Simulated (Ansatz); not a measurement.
# Ti6Si: the cost of one run

Program: Ansatz 0.2.0. Level of theory: DFT PBE, scalar-relativistic, plane waves, PAW. These are calculated values, not measurements.

3 further runs of the same task are left out: 1 that didn't finish, 2 set aside as unsound or not needed.

### Step 1. The system as given

Symmetry: Pm, No. 6, monoclinic system. The conventional cell has a = 2.832 Å, b = 4.579 Å, c = 22.051 Å, α = 90.00°, β = 90.00°, γ = 90.00°. Ti (site symmetry m) is surrounded by 7 Ti at 2.64 to 3.00 Å. Around Ti (site symmetry m) lie 12 Ti at 2.83 to 3.03 Å. Ti (site symmetry m) has 11 Ti at 2.64 to 3.00 Å as nearest neighbours. Ti (site symmetry m) has 5 Ti at 2.56 to 2.83 Å as nearest neighbours. Ti (site symmetry m) has 12 Ti at 2.83 to 2.99 Å as nearest neighbours. Ti (site symmetry m) is surrounded by 1 Si at 2.52 Å and 3 Ti at 2.56 to 2.83 Å. Si (site symmetry m) has 1 Ti at 2.52 Å as nearest neighbours.

Coordinates:

```cif
data_structure
_symmetry_space_group_name_H-M 'Pm'
_symmetry_Int_Tables_number 6
_cell_length_a 2.8320
_cell_length_b 4.5793
_cell_length_c 22.0507
_cell_angle_alpha 90.000
_cell_angle_beta 90.000
_cell_angle_gamma 90.000
_cell_volume 285.97
loop_
_atom_site_label
_atom_site_type_symbol
_atom_site_symmetry_multiplicity
_atom_site_Wyckoff_symbol
_atom_site_fract_x
_atom_site_fract_y
_atom_site_fract_z
_atom_site_occupancy
Ti1 Ti 1 a 0.50000 0.00000 0.18140 1
Ti2 Ti 1 b 0.00000 0.50000 0.24135 1
Ti3 Ti 1 a 0.50000 0.00000 0.30130 1
Ti4 Ti 1 b 0.50000 0.50000 0.36258 1
Ti5 Ti 1 a 0.00000 0.00000 0.42082 1
Ti6 Ti 1 b 0.50000 0.50000 0.47847 1
Si1 Si 1 b 0.66667 0.50000 0.59051 1
```

This is the geometry of the first run shown, built on a cell relaxed beforehand with the same method.

### Step 2. The scan

Atoms count from 1 in the order of the input.

Si is moved over the surface cell; relaxed at each place: the height of the adsorbate's atoms; substrate rigid; the origin of the map has the adsorbate above Ti6.

First coordinate, position of Si7 along the first surface vector, from above Ti6: 6 values from 0.000 to 0.833, periodic. Second coordinate, position of Si7 along the second surface vector, from above Ti6: 10 values from 0.0 to 0.9, periodic.

Relaxed at each point: the height of the adsorbate's atoms; substrate rigid. Points are written as (first, second).

The two vectors of the plane (Å): (2.832, 0.000, 0.000); (0.000, 4.579, 0.000).

### Step 3. Grid point (1/6, 0/10) of the map's two axes

input.yaml

```yaml
crystal:
  lattice:
    - [2.8319727849, 0.0, 0.0]
    - [0.0, 4.5793473376, 0.0]
    - [0.0, 0.0, 22.0506931396]
  atoms:
    - { symbol: Ti, position: [0.5, 0.0, 0.1814001934] }
    - { symbol: Ti, position: [0.0, 0.5, 0.2413504045] }
    - { symbol: Ti, position: [0.5, 0.0, 0.3013006156] }
    - { symbol: Ti, position: [0.5, 0.5, 0.3625816749] }
    - { symbol: Ti, position: [0.0, 0.0, 0.4208168374] }
    - { symbol: Ti, position: [0.5, 0.5, 0.478474444] }
    - { symbol: Si, position: [0.6666666667, 0.5, 0.5905111734] }
basis:
  ecutwfc: 420
kpoints:
  mp_grid: { grid: [9, 6, 1] }
hamiltonian:
  xc: pbe
  pseudopotentials: { kind: paw, azcp: { folder: soft_1 } }
scf:
  occupations: { method: gaussian, width: 0.1 }
output:
  forces: true
  eigenvalues: true
  write_density: true
  write_potential: true
  elf: true
  volumetric_format: npy
relax:
  adjacent_minimum: "off"
  f_tol: 0.025
  max_steps: 16
  constraints: [{ sites: [0, 1, 2, 3, 4, 5] }, { sites: [6], fix: xy }]
efield:
  axis: 3
  dipole_correction: true
  ramp_width: 0.04
```

Started as:

```
ansatz run input.yaml --threads 2 --pin off --max-ram 6144MiB --backend cpu --events-out ev --progress --plain --runs-dir out
```

What time and memory should one allow on 2 threads of Arm Neoverse N1, shared host?

About 90 s, with a peak of 0.58 GiB.
